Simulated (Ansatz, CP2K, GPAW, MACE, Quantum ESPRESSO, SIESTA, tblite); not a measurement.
# Which run comes nearest? Generalised stacking fault on (110) of a KCl-RbCl solid solution (80 atoms)

The cell holds 80 atoms: 13 Rb, 40 Cl and 27 K. Cell: a = 7.339 Å, b = 10.379 Å, c = 26.265 Å, α = 90.0°, β = 82.6°, γ = 90.0°. CsCl-type KCl lattice (a = 3.6697 Å, the value set for the mixture), cell with z along [110], 2 x 2 x 5 periods; the third cell vector is tilted by 0.917 of [001] and lengthened by 0.1 Å, so the cell holds one fault; displaced by a Gaussian of 0.01 Å; 13 of 40 K sites given to Rb at random (lattice constant by Vegard's rule between KCl and RbCl). Then every atom was moved at random, 0.02 Å r.m.s. a Cartesian component.

Geometry: as built.

The reference, a calculation:

```
method                                           : Kohn-Sham DFT, PBE, PAW, plane waves (Ansatz 0.2.0); cutoff 420 eV, Γ point, fermi-dirac smearing of 0.05 eV; PAW set soft_2
r.m.s. force component                           : 0.1115 eV/Å
longest force                                    : 0.3849 eV/Å
pressure                                         : 5.484 GPa
gap (highest filled to lowest empty level) : 5.532 eV
SCF cycles                                       : 7
time                                             : 13 s on 8 threads of Arm Neoverse V2, shared host
CPU time                                         : 90 s
```

**Question.** The same geometry is run in other programs. How far does each lie from the reference, and what does it cost?
- GPAW PBE, LCAO dzp, h 0.2 Å (GPAW 26.7.0; 1 thread)
- GPAW RPBE, LCAO dzp, h 0.2 Å (GPAW 26.7.0; 1 thread)
- CP2K PBE, DZVP-MOLOPT-SR, 600/50 Ry, diagonalisation (CP2K 2026.2; 4 MPI ranks)
- GPAW PBE, LCAO szp(dzp), h 0.2 Å (GPAW 26.7.0; 1 thread)
- SIESTA PBE, DZP, shift 0.01 Ry, mesh 300 Ry (SIESTA 5.4.2; 2 MPI ranks)
- MACE MPA-0 medium potential (MACE MPA-0 medium; 1 thread)
- CP2K PBE, SZV-MOLOPT-SR, 600/50 Ry, diagonalisation (CP2K 2026.2; 1 thread)
- CP2K PBE, DZVP-MOLOPT-SR, 420/50 Ry, diagonalisation (CP2K 2026.2; 2 threads)
- SIESTA PBE, SZP, shift 0.01 Ry, mesh 300 Ry (SIESTA 5.4.2; 1 thread)
- GPAW PBE, LCAO sz(dzp), h 0.2 Å (GPAW 26.7.0; 1 thread)

Differences are against the plane-wave reference, forces as r.m.s. over components; share is that over the reference's r.m.s. force, slope the least-squares factor from reference forces to these. Total energies of different programs have different zeros and aren't compared.

```csv
run,"Δ force, r.m.s. (meV/Å)",share (%),slope,Δ pressure (GPa),Δ gap (eV),cores,CPU time,memory (GiB)
reference,-,-,-,-,-,8,90 s,2.4
"GPAW PBE, LCAO dzp, h 0.2 Å",42.2,37.8,1.018,-,-0.188,1,7.5 min,2.5
"GPAW RPBE, LCAO dzp, h 0.2 Å",39.3,35.2,1.084,-,0.122,1,7.5 min,2.5
"CP2K PBE, DZVP-MOLOPT-SR, 600/50 Ry, diagonalisation",9.24,8.29,1.080,0.266,0.0055,4,11 min,7.1
"GPAW PBE, LCAO szp(dzp), h 0.2 Å (coarse)",72.9,65.3,1.143,-,-0.434,1,5.2 min,2.3
"SIESTA PBE, DZP, shift 0.01 Ry, mesh 300 Ry",30.6,27.4,0.962,-0.835,-0.147,2,3.9 min,1.8
MACE MPA-0 medium potential,9.58,8.59,1.045,-0.729,-,1,7.3 s,0.77
"CP2K PBE, SZV-MOLOPT-SR, 600/50 Ry, diagonalisation (coarse)",50.0,44.9,1.426,3.44,-0.860,1,6.7 min,5.1
"CP2K PBE, DZVP-MOLOPT-SR, 420/50 Ry, diagonalisation (coarse)",9.36,8.39,1.080,0.266,0.0055,2,10 min,3.0
"SIESTA PBE, SZP, shift 0.01 Ry, mesh 300 Ry (coarse)",64.4,57.7,1.001,0.0408,-0.153,1,3.3 min,1.4
"GPAW PBE, LCAO sz(dzp), h 0.2 Å (coarse)",39.7,35.6,1.182,-,-0.546,1,2.7 min,1.9
```

Rows marked coarse were listed beforehand as settings not expected to be converged; some can still land near the reference.

Times of the machine-learned potentials are mostly Python's start and the loading of weights.

CPU time is summed over cores on a shared host, where runs went side by side, so it is rough. Symmetry, cutoffs, thresholds, outputs and thread counts weren't matched or tuned between programs; memory under MPI is the largest rank's times the ranks.

The PBE runs in local orbitals, coarse settings apart, differ by 8.3 % (CP2K PBE, DZVP-MOLOPT-SR, 600/50 Ry, diagonalisation) to 38 % (GPAW PBE, LCAO dzp, h 0.2 Å); basis, grid and potentials can all enter. Machine-learned potentials differ by 8.6 % (MACE MPA-0 medium potential); they were trained on other programs' data. Rows with another functional or a dispersion term differ by 35 % (GPAW RPBE, LCAO dzp, h 0.2 Å), which mixes the change of model with differences of basis and potentials. Runs with settings chosen to be coarse differ by 8.4 % (CP2K PBE, DZVP-MOLOPT-SR, 420/50 Ry, diagonalisation) to 65 % (GPAW PBE, LCAO szp(dzp), h 0.2 Å), their programs' other errors included. Machine-learned potentials mimic data converged in k, so the reference's own k-point error enters their differences. The electronic-structure runs sample only Γ, in a cell whose shortest periodic width is 7 Å.

[Logs are printed without paths, hosts, clocks, repeated set-up lines and the standing remarks that a program may print on its own settings, such as how far it seeks lower states.]

[Hosts, paths, dates, database ids (printed as entryN), source tags and the programs' standing remarks are cut or masked in the printed files.]
